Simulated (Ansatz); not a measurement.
**Course of a relaxation: SiO2**

The cell of SiO2 is invented: 4-connected net, bridging atoms on its edges, bridges bent (Pmma, No. 51). Lengths were set from tabulated atomic sizes, so they are only a guess.

```xyz
18
Lattice="9.7991 0.0000 0.0000 0.0000 4.7088 0.0000 0.0000 0.0000 6.7574" Properties=species:S:1:pos:R:3 pbc="T T T"
Si    4.0479    2.3544    1.3642
Si    5.7512    2.3544    5.3932
Si    8.9474    2.3544    5.3932
Si    0.8517    2.3544    1.3642
Si    0.0000    0.0000    3.3787
Si    4.8995    0.0000    3.3787
O     4.8995    2.3544    0.0000
O     2.4498    2.3544    1.3547
O     4.3420    1.3545    2.6430
O     4.3420    3.3543    2.6430
O     7.3493    2.3544    5.4026
O     5.4571    1.3545    4.1144
O     5.4571    3.3543    4.1144
O     0.0000    2.3544    0.0000
O     9.2416    1.3545    4.1144
O     9.2416    3.3543    4.1144
O     0.5575    1.3545    2.6430
O     0.5575    3.3543    2.6430
```

Method: DFT PBE, scalar-relativistic, plane waves, PAW (Ansatz). Cutoff 420 eV, Gaussian smearing, Γ-centred meshes. Cell and atoms relax first on a coarse mesh and then on a converged one. In between, the cell is made exact in the group found at 0.06 Å. The steps can't lower the symmetry of their start. No spin polarisation.

Steps on the 2×4×4 mesh (18 atoms, 16 steps). The free energy counts from the last step; the plane-wave basis is renewed at times, which shifts energy and pressure.

| step | ΔF (meV/atom) | V (Å³/atom) | P (GPa) | largest force component (eV/Å) |
| --- | --- | --- | --- | --- |
| 1 | 881.2 | 17.32 | 15.63 | 7.433 |
| 2 | 381.2 | 18.35 | 1.04 | 4.845 |
| 3 | 117.4 | 18.17 | -1.46 | 2.359 |
| 4 | 10.6 | 17.57 | 1.09 | 0.499 |
| 5 | 7.2 | 17.75 | 0.06 | 0.068 |
| 6 | 6.7 | 17.75 | 0.16 | 0.058 |
| 7 | 5.6 | 17.71 | 0.02 | 0.066 |
| 8 | 5.3 | 17.67 | 0.16 | 0.060 |
| 9 | 13.2 | 17.53 | -2.46 | 0.627 |
| 10 | 4.6 | 17.59 | 0.01 | 0.006 |
| 11 | 4.5 | 17.50 | -0.31 | 0.086 |
| 12 | 4.4 | 17.54 | 0.02 | 0.006 |
| 13 | 0.7 | 17.54 | 0.35 | 0.008 |
| 14 | 0.3 | 17.51 | 0.12 | 0.107 |
| 15 | -0.1 | 17.46 | -0.03 | 0.020 |
| 16 | 0.0 | 17.46 | -0.02 | 0.020 |

The relaxed structure, after a last relaxation on the converged mesh:

```
Si O
1.0
    10.12149    0.00000    0.00000
     0.00000    5.02955    0.00000
     0.00000    0.00000    6.13530
Si O
6 12
Cartesian
  4.0713 2.5148 1.2806
  6.0502 2.5148 4.8547
  9.1321 2.5148 4.8547
  0.9894 2.5148 1.2806
  0.0000 0.0000 3.0676
  5.0607 0.0000 3.0676
  5.0607 2.5148 0.0000
  2.5304 2.5148 0.7446
  4.3161 1.1631 2.1373
  4.3161 3.8665 2.1373
  7.5911 2.5148 5.3907
  5.8054 1.1631 3.9980
  5.8054 3.8665 3.9980
  0.0000 2.5148 0.0000
  9.3768 1.1631 3.9980
  9.3768 3.8665 3.9980
  0.7447 1.1631 2.1373
  0.7447 3.8665 2.1373
```

The symmetry stays Pmma (No. 51). The volume per atom stays near 17.4 Å³. The shortest distance goes from 1.60 Å (Si–O) to 1.62 Å (Si–O). The energy falls by about 0.88 eV/atom (the start's value is from the coarse mesh). Si on a site of symmetry m has 4 O at 1.62–1.63 Å; Si on a site of symmetry 2/m has 4 O at 1.67 Å; O on a site of symmetry 2/m has 2 Si at 1.62 Å; 2 more sites not described.

```json
{
 "Volume per atom": "17.35 Å³",
 "Density": "1.92 g/cm³",
 "Formation energy": "−2.443 eV/atom",
 "Gap on the 4×6×4 mesh of the 18-atom cell": "2.83 eV"
}
```

Formation energies are uncorrected and refer to the elements' standard structures at the same level (O₂ as a molecule).

The last run used Gaussian smearing of 0.02 eV. Kohn–Sham gaps at this level usually fall short of measured ones. A structure relaxed within its symmetry needn't be a true minimum. In all, the 3 runs took 19 min on 1 thread of Arm Neoverse V1, on a shared host. Another cell of SiO2 relaxed alike, in P4_122, lies 0.32 eV/atom lower, so this cell isn't the stable form at this level.
